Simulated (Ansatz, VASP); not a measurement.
**One calculation of Pt, two programs**

File INCAR:

```
ALGO = Normal
EDIFF = 1E-7
ENCUT = 520
GGA = PE
ISIF = 2
ISMEAR = -1
LASPH = True
LCHARG = False
LREAL = False
LWAVE = False
NBANDS = 11
NELM = 60
PREC = Accurate
SIGMA = 0.05
```

Contents of KPOINTS:

```
k-points
0
Gamma
  12 12 12
```

The input POSCAR:

```
Pt
1.0
   -1.6050673907      1.6050673907      1.6050673907
    1.6050673907     -1.6050673907      1.6050673907
    1.6050673907      1.6050673907     -1.6050673907
Pt
1
Direct
    0.0000000000      0.0000000000      0.0000000000
```

input.yaml

```yaml
crystal:
  lattice:
    - [-1.6050673907, 1.6050673907, 1.6050673907]
    - [1.6050673907, -1.6050673907, 1.6050673907]
    - [1.6050673907, 1.6050673907, -1.6050673907]
  atoms:
    - { symbol: Pt, position: [0.0, 0.0, 0.0] }
hamiltonian:
  xc: pbe
  pseudopotentials: { kind: paw }
kpoints:
  mp_grid: { grid: [12, 12, 12] }
scf:
  occupations: { method: fermi_dirac, width: 0.05 }
output:
  forces: true
  stress: true
  eigenvalues: true
  write_density: true
  write_potential: true
  elf: true
  volumetric_format: npy
```

Change from the starting cell: volume scaled by 1.04.

Alike in both runs: task single point; functional PBE; k mesh 12 × 12 × 12; occupations fermi-dirac, width 0.05 eV; no spin polarisation.

|  | VASP | Ansatz |
| --- | --- | --- |
| version | VASP 6.6.1 | Ansatz 0.2.0 |
| potentials or method | VASP PAW PBE potentials, release 64 (Pt) | Ansatz PAW |
| plane-wave cutoff (eV) | 520 | 420 |
| valence electrons in the cell | 10 | 18 |

|  | VASP | Ansatz | Ansatz less VASP |
| --- | --- | --- | --- |
| gap on the k mesh at the Fermi level (eV) | none | none | - |
| pressure (GPa) | -9.9 | -9.5 | +0.39 |

A gap of «none» marks a metal or a gap that the smearing closes. The two sets of potentials don't hold the same shells in valence.

Spin-orbit coupling is left out, which matters for the levels of Pt.
